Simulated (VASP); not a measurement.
# Pt (Fm-3m) in VASP: further runs

Runs on Pt. Level: LDA. Tasks: relaxation of cell and atoms.

Program: VASP 6.6.1. These are calculated values, not measurements. Logs are shortened: lines on timing, memory, paths and dates and some standing lists are left out, and cuts for length are marked.

## Step 1: Starting point

The structure is cubic, space group Fm-3m (No. 225). The conventional cell has a = 3.922 Å, b = 3.922 Å, c = 3.922 Å, α = 90.00°, β = 90.00°, γ = 90.00°. Pt (site symmetry m-3m) has 12 Pt at 2.77 Å as nearest neighbours.

## Step 2: Relaxation of cell and atoms, LDA

File INCAR:

```
PREC = Accurate ; ENCUT = 350
EDIFF = 1E-7 ; ISMEAR = 0
SIGMA = 0.1 ; LREAL = F
LASPH = T ; NELM = 60
ALGO = Normal ; ISIF = 3
LWAVE = F ; LCHARG = F
GGA = CA ; IBRION = 2
NSW = 80 ; EDIFFG = -0.002
```

File KPOINTS:

```
regular mesh
0
Gamma
  10 10 10
```

File POSCAR:

```
Pt
1.0
    0.0000000000      1.9609000000      1.9609000000
    1.9609000000      0.0000000000      1.9609000000
    1.9609000000      1.9609000000      0.0000000000
Pt
1
Direct
    0.0000000000      0.0000000000      0.0000000000
```

Potentials or basis: VASP PAW LDA potentials, release 64 (Pt).

Run with:

```
$ cat potpaw_LDA.64/Pt/POTCAR > POTCAR
$ mpirun -np 1 vasp_std > vasp.out
```

OUTCAR:

```text
PREC = Accurate
   ENCUT = 350
   EDIFF = 1E-7
   ISMEAR = 0
   LREAL = F
   LASPH = T
   NELM = 60
   ISIF = 3
   GGA = CA
   IBRION = 2
   NSW = 80
   EDIFFG = -0.002

 ion  position               nearest neighbor table
   1  0.000  0.000  0.000-

  LATTYP: Found a face centered cubic cell.
 ALAT       =     3.9218000000

  Lattice vectors:

 A1 = (   0.0000000000,   1.9609000000,   1.9609000000)
 A2 = (   1.9609000000,   0.0000000000,   1.9609000000)
 A3 = (   1.9609000000,   1.9609000000,   0.0000000000)

Analysis of symmetry for initial positions (statically):
=====================================================================
 Subroutine PRICEL returns:
 Original cell was already a primitive cell.

 Routine SETGRP: Setting up the symmetry group for a
 face centered cubic supercell.

 Subroutine GETGRP returns: Found 48 space group operations
 (whereof 48 operations were pure point group operations)
 out of a pool of 48 trial point group operations.

The static configuration has the point symmetry O_h .

Analysis of symmetry for dynamics (positions and initial velocities):
=====================================================================
 Subroutine PRICEL returns:
 Original cell was already a primitive cell.

 Routine SETGRP: Setting up the symmetry group for a
 face centered cubic supercell.

 Subroutine GETGRP returns: Found 48 space group operations
 (whereof 48 operations were pure point group operations)
 out of a pool of 48 trial point group operations.

The dynamic configuration has the point symmetry O_h .

 Subroutine INISYM returns: Found 48 space group operations
 (whereof 48 operations are pure point group operations),
 and found     1 'primitive' translations

----------------------------------------------------------------------------------------

                                     Primitive cell

  volume of cell :      15.0798

  direct lattice vectors                    reciprocal lattice vectors
     0.000000000  1.960900000  1.960900000    -0.254984956  0.254984956  0.254984956
     1.960900000  0.000000000  1.960900000     0.254984956 -0.254984956  0.254984956
     1.960900000  1.960900000  0.000000000     0.254984956  0.254984956 -0.254984956

  length of vectors
     2.773131374  2.773131374  2.773131374     0.441646899  0.441646899  0.441646899

  position of ions in fractional coordinates (direct lattice)
     0.000000000  0.000000000  0.000000000

  ion indices of the primitive-cell ions
   primitive index   ion index
                 1           1

----------------------------------------------------------------------------------------

 KPOINTS: regular mesh

Automatic generation of k-mesh.
 Grid dimensions read from file:
 generate k-points for:   10   10   10

 Generating k-lattice:

  Cartesian coordinates                     Fractional coordinates (reciprocal lattice)
    -0.025498496  0.025498496  0.025498496     0.100000000  0.000000000  0.000000000
     0.025498496 -0.025498496  0.025498496     0.000000000  0.100000000  0.000000000
     0.025498496  0.025498496 -0.025498496     0.000000000  0.000000000  0.100000000

  Length of vectors
     0.044164690  0.044164690  0.044164690

  Shift w.r.t. Gamma in fractional coordinates (k-lattice)
     0.000000000  0.000000000  0.000000000

 Subroutine IBZKPT returns following result:
 ===========================================

 Found     47 irreducible k-points:

 Following reciprocal coordinates:
            Coordinates               Weight
  0.000000  0.000000  0.000000      1.000000
  0.100000  0.000000  0.000000      8.000000
  0.200000  0.000000  0.000000      8.000000
  0.300000  0.000000  0.000000      8.000000
  0.400000  0.000000  0.000000      8.000000
  0.500000  0.000000  0.000000      4.000000
[... 16 lines left out ...]
  0.300000  0.300000  0.000000      6.000000
  0.400000  0.300000  0.000000     24.000000
 [... further k-points ...]
   k-points           NKPTS =     47   k-points in BZ     NKDIM =     47   number of bands    NBANDS=      9
   number of dos      NEDOS =    301   number of ions     NIONS =      1
   total plane-waves  NPLWV =   5832
   dimension x,y,z NGX =    18 NGY =   18 NGZ =   18
   dimension x,y,z NGXF=    36 NGYF=   36 NGZF=   36
   ions per type =               1
   NGX,Y,Z   is equivalent  to a cutoff of  10.79, 10.79, 10.79 a.u.
   NGXF,Y,Z  is equivalent  to a cutoff of  21.58, 21.58, 21.58 a.u.
 SYSTEM =  unknown system
   PREC   = accura    normal or accurate (medium, high low for compatibility)
   ISTART =      0    job   : 0-new  1-cont  2-samecut
   ICHARG =      2    charge: 1-file 2-atom 10-const
   ISPIN  =      1    spin polarized calculation?
   LNONCOLLINEAR =      F non collinear calculations
   LSORBIT =      F    spin-orbit coupling
   LASPH  =      T    aspherical Exc in radial PAW
   ENCUT  =  350.0 eV  25.72 Ry    5.07 a.u.   4.23  4.23  4.23*2*pi/ulx,y,z
   NELM   =     60;   NELMIN=  2; NELMDL= -5     # of ELM steps
   EDIFF  = 0.1E-06   stopping-criterion for ELM
   LREAL  =      F    real-space projection
   EDIFFG = -.2E-02   stopping-criterion for IOM
   NSW    =     80    number of steps for IOM
   IBRION =      2    ionic relax: 0-MD 1-quasi-New 2-CG
   NFREE  =      1    steps in history (QN), initial steepest desc. (CG)
   ISIF   =      3    stress and relaxation
   ISYM   =      2    0-nonsym 1-usesym 2-fastsym
   POTIM  = 0.5000    time-step for ionic-motion
   TEBEG  =    0.0;   TEEND  =   0.0 temperature during run
   PSTRESS=    0.0 pullay stress
   NELECT =      10.0000    total number of electrons
   NUPDOWN=      -1.0000    fix difference up-down
   EMIN   =  10.00;   EMAX   =-10.00  energy-range for DOS
   EFERMI =   0.00;   METHOD = LEGACY
   ISMEAR =     0;   SIGMA  =   0.10  broadening in eV -4-tet -1-fermi 0-gaus
   EFERMI_NEDOS =   21; number of points for ismear=-14 and -15
   IALGO  =     38    algorithm
   IMIX   =      4    mixing-type and parameters
     AMIX     =   0.40;   BMIX     =  1.00
     AMIX_MAG =   1.60;   BMIX_MAG =  1.00
  volume/ion in A,a.u.               =      15.08       101.76
  Fermi-wavevector in a.u.,A,eV,Ry     =   1.427609  2.697791 27.729605  2.038068
  Thomas-Fermi vector in A             =   2.547760
   LORBIT       =      0    0 simple, 1 ext, 2 COOP (PROOUT), +10 PAW based schemes
   GGA     = CA    functional components
   LHFCALC =     F    Hartree Fock is set to
   AEXX    =    0.0000 exact exchange contribution
   IVDW    =     0    specifies the selected vdW correction
   LEPSILON=     F    determine dielectric tensor
   LRPA    =     F    only Hartree local field effects (RPA)
 conjugate gradient relaxation of ions
 non-spin polarized calculation
 Gauss-broadening in eV      SIGMA  =   0.10
  energy-cutoff  :      350.00
  volume of cell :       15.08
 maximum number of plane-waves:       232
 NGX is ok and might be reduce to    18
   NGX =  9   NGY =  9   NGZ =  9

--------------------------------------- Ionic step        1  -------------------------------------------

 number of electron      10.0000005 magnetization

 Free energy of the ion-electron system (eV)
  ---------------------------------------------------
  ext. energy  EPLUGINS =         0.00000000
  ---------------------------------------------------
  free energy    TOTEN  =        -7.48881219 eV

  energy without entropy =       -7.48297919  energy(sigma->0) =       -7.48589569

------------------------ aborting loop because EDIFF is reached ----------------------------------------

  FORCE on cell =-STRESS in cart. coord.  units (eV):
  Direction    XX          YY          ZZ          XY          YZ          ZX
  --------------------------------------------------------------------------------------
  -------------------------------------------------------------------------------------
  Total       -0.5719056     -0.5719056     -0.5719056     -0.0000000      0.0000000      0.0000000
  in kB      -60.7629195    -60.7629195    -60.7629195     -0.0000000      0.0000000      0.0000000
  external PRESSURE =     -60.7629195 kB  Pullay stress =       0.0000000 kB

 VOLUME and BASIS-vectors are now :
 -----------------------------------------------------------------------------
  energy-cutoff  :      350.00
  volume of cell :       15.08
      direct lattice vectors                 reciprocal lattice vectors
     0.000000000  1.960900000  1.960900000    -0.254984956  0.254984956  0.254984956
     1.960900000  0.000000000  1.960900000     0.254984956 -0.254984956  0.254984956
     1.960900000  1.960900000  0.000000000     0.254984956  0.254984956 -0.254984956
[... 71 lines left out ...]
 POSITION                                       TOTAL-FORCE (eV/Angst)
 -----------------------------------------------------------------------------------
      0.00000      0.00000      0.00000         0.000000     -0.000000     -0.000000
 -----------------------------------------------------------------------------------
    total drift:                                0.000000     -0.000000     -0.000000

  FREE ENERGIE OF THE ION-ELECTRON SYSTEM (eV)
  ---------------------------------------------------
  free  energy   TOTEN  =        -7.4947450097 eV

  energy  without entropy=       -7.4893517742  energy(sigma->0) =       -7.49204839

--------------------------------------- Ionic step        4  -------------------------------------------

 number of electron      10.0000004 magnetization

 Free energy of the ion-electron system (eV)
  ---------------------------------------------------
  ext. energy  EPLUGINS =         0.00000000
  ---------------------------------------------------
  free energy    TOTEN  =        -7.49474894 eV

  energy without entropy =       -7.48936573  energy(sigma->0) =       -7.49205733

 E-fermi :  11.5641     XC(G=0): -13.8068

 val. band max:       11.4985345030   @ k =   0.4000   0.3000   0.0000
 cond. band min:      11.5780653254   @ k =   0.5000   0.5000   0.0000
 fundamental gap:      0.0795308224
 Fermi energy:        11.5641382910

 k-point     1 :       0.0000    0.0000    0.0000
  band No.  band energies     occupation
      1       1.0646      2.00000
      2       7.6017      2.00000
      3       7.6017      2.00000
      4       7.6017      2.00000
      5       9.8668      2.00000
      6       9.8668      2.00000
      7      26.1061      0.00000
      8      31.1419      0.00000
      9      31.1419      0.00000

 k-point     2 :       0.1000    0.0000    0.0000
  band No.  band energies     occupation
      1       1.4698      2.00000
      2       7.4275      2.00000
      3       7.7569      2.00000
      4       7.7569      2.00000
      5       9.7850      2.00000
      6       9.7850      2.00000
      7      26.7325      0.00000
      8      29.3979      0.00000
      9      31.7781      0.00000
[... 253 lines left out ...]
 k-point    24 :       0.4000    0.3000    0.0000
  band No.  band energies     occupation
      1       4.7133      2.00000
      2       5.3405      2.00000
      3       8.8203      2.00000
      4      10.1836      2.00000
      5      11.4985      1.64648
      6      11.7601      0.00558
      7      23.6440      0.00000
      8      25.9646      0.00000
      9      26.5627      0.00000

 [... further k-points ...]

------------------------ aborting loop because EDIFF is reached ----------------------------------------

  FORCE on cell =-STRESS in cart. coord.  units (eV):
  Direction    XX          YY          ZZ          XY          YZ          ZX
  --------------------------------------------------------------------------------------
  -------------------------------------------------------------------------------------
  Total       -0.0017255     -0.0017255     -0.0017255     -0.0000000      0.0000000      0.0000000
  in kB       -0.1871231     -0.1871231     -0.1871231     -0.0000000      0.0000000      0.0000000
  external PRESSURE =      -0.1871231 kB  Pullay stress =       0.0000000 kB

 VOLUME and BASIS-vectors are now :
 -----------------------------------------------------------------------------
  energy-cutoff  :      350.00
  volume of cell :       14.77
      direct lattice vectors                 reciprocal lattice vectors
    -0.000000000  1.947565486  1.947565486    -0.256730777  0.256730777  0.256730777
     1.947565486  0.000000000  1.947565486     0.256730777 -0.256730777  0.256730777
     1.947565486  1.947565486  0.000000000     0.256730777  0.256730777 -0.256730777

 POSITION                                       TOTAL-FORCE (eV/Angst)
 -----------------------------------------------------------------------------------
      1.94757      0.00000      1.94757         0.000000     -0.000000      0.000000
 -----------------------------------------------------------------------------------
    total drift:                                0.000000     -0.000000      0.000000

  FREE ENERGIE OF THE ION-ELECTRON SYSTEM (eV)
  ---------------------------------------------------
  free  energy   TOTEN  =        -7.4947489395 eV

  energy  without entropy=       -7.4893657289  energy(sigma->0) =       -7.49205733

 reached required accuracy - stopping structural energy minimisation
```

It took 12 s on 1 thread of Intel Xeon Platinum 8259CL at 2.50GHz (Skylake/Cascade Lake), shared host; peak memory 0.12 GiB.

Results:

| Quantity | Value |
| --- | --- |
| Free energy | -7.4947 eV |
| Relaxed volume | 14.77 Å³/atom |
| Relaxed cell | a = 2.754 Å, b = 2.754 Å, c = 2.754 Å, α = 60.00°, β = 60.00°, γ = 60.00° |
| Space group after relaxing (to 0.05 Å) | Fm-3m (No. 225) |
| Energy gained by relaxing | 5.9 meV/atom |
| Ionic steps | 4 |
| Pressure after relaxing | 0.0 GPa |
| Band gap on the k mesh | none (metal or under the smearing width) |

The path:
| step | energy change (eV) | largest force (eV/Å) | pressure (GPa) | volume (Å³) |
| --- | --- | --- | --- | --- |
| 1 | 0.0000 | 0.0000 | -6.08 | 15.08 |
| 2 | 0.0564 | 0.0000 | 23.52 | 13.87 |
| 3 | -0.0059 | 0.0000 | -0.17 | 14.78 |
| 4 | -0.0059 | 0.0000 | -0.02 | 14.77 |

Final structure:
```xyz
1
Lattice="0.0000 1.9476 1.9476 1.9476 0.0000 1.9476 1.9476 1.9476 0.0000" Properties=species:S:1:pos:R:3 pbc="T T T"
Pt    1.9476    0.0000    1.9476
```

Levels at points of the mesh, in eV from the Fermi level:
```csv
k point,band 2,band 3,band 4,band 5,band 6,band 7,band 8,band 9
"(0.00, 0.00, 0.00)",-3.96,-3.96,-3.96,-1.70,-1.70,14.54,19.58,19.58
"(0.50, 0.00, 0.00)",-4.02,-4.02,-0.59,0.03,0.03,5.97,14.11,19.01
"(0.50, 0.50, 0.00)",-6.89,0.01,0.50,0.50,1.71,9.07,11.38,11.38
```

The run has no spin-orbit coupling, so splittings on Pt are missing. LDA usually gives volumes a few per cent too small.

(Continued in part 2 of 2.)
